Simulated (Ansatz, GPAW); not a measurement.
Given: the input of a run of GPAW 26.7.0 (ASE script) on Ge. This isn't the form of Ge at room conditions, which is diamond.

run.py

```python
from ase import Atoms
from ase.dft.bandgap import bandgap
from ase.io import write
from ase.units import Bohr, GPa
from gpaw import GPAW, PW, setup_paths
from gpaw.elf import elf_from_dft_calculation

setup_paths.insert(0, '.')

atoms = Atoms(['Ge', 'Ge', 'Ge', 'Ge'],
              cell=[[3.9975858431, 0.0, 0.0],
                    [-1.9987929216, 3.462010894, 0.0],
                    [0.0, 0.0, 6.59937795]],
              scaled_positions=[[0.3333333333, 0.6666666667, 0.93709875],
                                [0.6666666667, 0.3333333333, 0.43709875],
                                [0.3333333333, 0.6666666667, 0.56290125],
                                [0.6666666667, 0.3333333333, 0.06290125]],
              pbc=True)

calc = GPAW(mode=PW(600),
            xc='PBEsol',
            kpts={'size': (8, 8, 4), 'gamma': True},
            occupations={'name': 'fermi-dirac', 'width': 0.05},
            nbands=18,
            convergence={'density': 1e-05, 'energy': 1e-05},
            maxiter=150,
            txt='gpaw.txt')
atoms.calc = calc
energy = atoms.get_potential_energy()
forces = atoms.get_forces()
stress = atoms.get_stress()
calc.write('gs.gpw')
write('result.traj', atoms)
print(f'Energy: {energy:.6f} eV')
print('Forces (eV/A):')
print(forces.round(4))
print('Stress (GPa):', (stress / GPa).round(3))
print('Fermi level:', round(calc.get_fermi_level(), 4), 'eV')
print(f'Gap: {bandgap(calc)[0]:.4f} eV, direct: {bandgap(calc, direct=True)[0]:.4f} eV')

# fields on the real-space grid
write('density.cube', atoms, data=calc.get_pseudo_density() * Bohr**3)
write('potential.cube', atoms, data=calc.get_electrostatic_potential())
write('elf.cube', atoms, data=elf_from_dft_calculation(calc).data)
```

Potentials or basis: PAW data sets generated in the run's folder for this functional, pw.

Run with:

```console
$ gpaw-setup -f PBEsol Ge
$ OMP_NUM_THREADS=1 python run.py
```

What does the same run look like in Ansatz 0.2.0? Potentials or basis there: all-electron LAPW, scalar-relativistic.

As run (cutoffs and basis follow the program's own potentials, and thresholds, step limits or extra output files can differ):

Contents of input.yaml:

```yaml
crystal:
  lattice:
    - [3.9975858431, 0.0, 0.0]
    - [-1.9987929216, 3.462010894, 0.0]
    - [0.0, 0.0, 6.59937795]
  atoms:
    - { symbol: Ge, position: [0.3333333333, 0.6666666667, 0.93709875] }
    - { symbol: Ge, position: [0.6666666667, 0.3333333333, 0.43709875] }
    - { symbol: Ge, position: [0.3333333333, 0.6666666667, 0.56290125] }
    - { symbol: Ge, position: [0.6666666667, 0.3333333333, 0.06290125] }
kpoints:
  mp_grid: { grid: [8, 8, 4] }
scf:
  occupations: { method: fermi_dirac, width: 0.05 }
hamiltonian:
  xc: pbesol
  pseudopotentials: { kind: all_electron, lapw: { basis_error: 0.001 } }
output:
  forces: true
  stress: true
  eigenvalues: true
  populations: true
```

Potentials or basis: all-electron LAPW, scalar-relativistic.

Run with:

```bash
$ ansatz run input.yaml --threads 2 --pin off --max-ram 8192MiB --backend cpu --events-out ev --progress --plain --runs-dir out
```

Both were run:

|  | GPAW | Ansatz |
| --- | --- | --- |
| Pressure | 0.3 GPa | 0.0 GPa |

Where Ansatz's input types no cutoff or centring, it takes its own default and a Γ-centred mesh.

Pressure is positive in compression.
